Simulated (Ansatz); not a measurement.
**Cr: band structure with PBEsol**

Crystal: Cr.

```
CELL_PARAMETERS angstrom
1.14705 -2.46703 0.00000
1.14705 2.46703 0.00000
0.00000 0.00000 4.06431
ATOMIC_POSITIONS crystal
Cr 0.87053 0.12947 0.75000
Cr 0.12947 0.87053 0.25000
```

This isn't the form of Cr at room conditions, which is bcc.

```yaml
Program: Ansatz 0.2.0
Task: band structure
Functional: PBEsol
Potentials_or_basis: all-electron LAPW, scalar-relativistic
Cutoff: 358 eV (chosen from the basis error)
Basis_error_allowed: 0.001 eV/atom
k_mesh: 13 × 13 × 7
Occupations: fermi-dirac, width 0.05 eV
Spin: collinear spin, ferromagnetic start
Starting_moments: "[3.0, 3.0] μB"
```

| Quantity | Value |
| --- | --- |
| Pressure | -1.8 GPa |
| Largest force | 0.182 eV/Å |
| Band gap along the path | none (metal or under the smearing width) |
| Net moment | 0.00 μB per cell |
| Absolute moment | 0.00 μB per cell |

Forces on the atoms (eV/Å):
```
Cr   0.000  0.182  0.000
Cr   0.000 -0.182  0.000
```

Stress tensor (GPa, compression positive):
```
-2.62  0.00  0.00
 0.00 -4.72  0.00
 0.00  0.00  1.79
```

Levels at the corners of the path, in eV from the Fermi level:
Spin up:
| point | band 10 | band 11 | band 12 | band 13 | band 14 | band 15 | band 16 | band 17 | band 18 | band 19 |
| --- | --- | --- | --- | --- | --- | --- | --- | --- | --- | --- |
| Γ | -4.37 | -2.16 | -1.93 | -0.86 | 0.18 | 0.98 | 1.03 | 1.06 | 1.71 | 1.86 |
| X | -3.27 | -3.01 | -1.70 | -1.48 | -0.25 | 0.32 | 1.43 | 1.97 | 2.74 | 6.35 |
| S | -3.83 | -3.78 | -1.35 | -0.30 | 0.05 | 0.26 | 1.89 | 2.09 | 2.30 | 4.44 |
| R | -4.18 | -2.39 | -2.39 | 0.10 | 0.10 | 1.35 | 1.35 | 2.42 | 2.42 | 4.82 |
| A | -3.45 | -1.92 | -1.92 | -1.49 | -1.49 | 0.95 | 0.95 | 2.33 | 2.33 | 8.03 |
| Z | -5.58 | -1.94 | -1.94 | -1.19 | -1.19 | 0.56 | 0.56 | 0.81 | 0.81 | 2.35 |
| Γ | -4.37 | -2.16 | -1.93 | -0.86 | 0.18 | 0.98 | 1.03 | 1.06 | 1.71 | 1.86 |
| Y | -3.51 | -2.62 | -2.44 | -1.96 | -1.41 | 0.54 | 2.09 | 2.61 | 2.75 | 3.86 |
Spin down:
| point | band 11 | band 12 | band 13 | band 14 | band 15 | band 16 | band 17 | band 18 |
| --- | --- | --- | --- | --- | --- | --- | --- | --- |
| Γ | -2.16 | -1.93 | -0.86 | 0.18 | 0.98 | 1.03 | 1.06 | 1.71 |
| X | -3.01 | -1.70 | -1.48 | -0.25 | 0.32 | 1.43 | 1.97 | 2.74 |
| S | -3.78 | -1.35 | -0.30 | 0.05 | 0.26 | 1.89 | 2.09 | 2.30 |
| R | -2.39 | -2.39 | 0.10 | 0.10 | 1.35 | 1.35 | 2.42 | 2.42 |
| A | -1.92 | -1.92 | -1.49 | -1.49 | 0.95 | 0.95 | 2.33 | 2.33 |
| Z | -1.94 | -1.94 | -1.19 | -1.19 | 0.56 | 0.56 | 0.81 | 0.81 |
| Γ | -2.16 | -1.93 | -0.86 | 0.18 | 0.98 | 1.03 | 1.06 | 1.71 |
| Y | -2.62 | -2.44 | -1.96 | -1.41 | 0.54 | 2.09 | 2.61 | 2.75 |

It took 52 s on 2 threads of Arm Neoverse V2 (shared host), peak memory 0.79 GiB.

Caveat: the starting moments collapsed, and a magnetic state may lie lower; the starting moments weren't kept.
